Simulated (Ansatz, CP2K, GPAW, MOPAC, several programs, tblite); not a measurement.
**What cheap methods get right for TiS2**

How much accuracy does each second buy? TiS2 is computed with 9 methods, from the cheapest up to r2SCAN.

Method: no spin polarisation, static lattice; gaps from single points on the cell relaxed beforehand with r²SCAN+rVV10, in MOPAC, tblite, CP2K, GPAW, Ansatz (versions at each run).

## Step 1: The structure to begin with

It takes space group P-3m1 (No. 164, trigonal). Conventional cell: a = 3.411 Å, b = 3.411 Å, c = 5.742 Å, α = 90.00°, β = 90.00°, γ = 120.00°. Around Ti (site symmetry -3m) lie 6 S at 2.42 Å. S (site symmetry 3m) is surrounded by 3 Ti at 2.42 Å.

Coordinates:

```cif
data_structure
_symmetry_space_group_name_H-M 'P 1'
_symmetry_Int_Tables_number 1
_cell_length_a 3.4108
_cell_length_b 3.4108
_cell_length_c 5.7416
_cell_angle_alpha 89.997
_cell_angle_beta 89.997
_cell_angle_gamma 60.000
_cell_volume 57.85
loop_
_atom_site_label
_atom_site_type_symbol
_atom_site_fract_x
_atom_site_fract_y
_atom_site_fract_z
_atom_site_occupancy
Ti1 Ti 0.00000 0.00000 0.00000 1
S1 S 0.66665 0.66665 0.24478 1
S2 S 0.33335 0.33335 0.75522 1
```

**Question.** The methods are PM7, GFN1-xTB (tblite), GFN2-xTB (tblite), PBE/DZVP, PBE/single-zeta, PBE/SZV, coarse PBE, PBE, r2SCAN. What gap does r2SCAN give on this cell, and which other methods (full PBE left aside) come nearest to r2SCAN and farthest in gap?

```
                                      quantity                                       value
                                        r2SCAN                                 gap 0.14 eV
gap: nearest and farthest of the other methods  PBE/single-zeta (-0.00 eV), PM7 (+3.98 eV)
```

In words: For the gap, of the 7 methods compared (full PBE left aside), PBE/single-zeta comes nearest to r2SCAN and PM7 is farthest. A minimal basis or a coarse cutoff and mesh shifts results by its own error, so closeness to r2SCAN can be chance. Cluster runs see only the k-points that fold onto the zone centre, so their gaps can miss the band edges. No r2SCAN modulus is at hand, so moduli aren't ranked. Overlaps count as a gap of zero in the misses; they are PBE/DZVP -0.10, coarse PBE -0.07, PBE -0.08 eV. CPU times run from 1.4 s (coarse PBE) to 2.2 min (PM7). On this cell PM7, PBE/single-zeta cost more than r2SCAN itself (31 s), so they are no saving here. A cluster method computes far more atoms than the primitive cell, so on a small crystal it can cost more than plane waves. PBE/DZVP, coarse PBE, PBE disagree with r2SCAN even on whether there is a gap. r2SCAN is a yardstick, not the truth: it usually gives gaps below the measured ones.
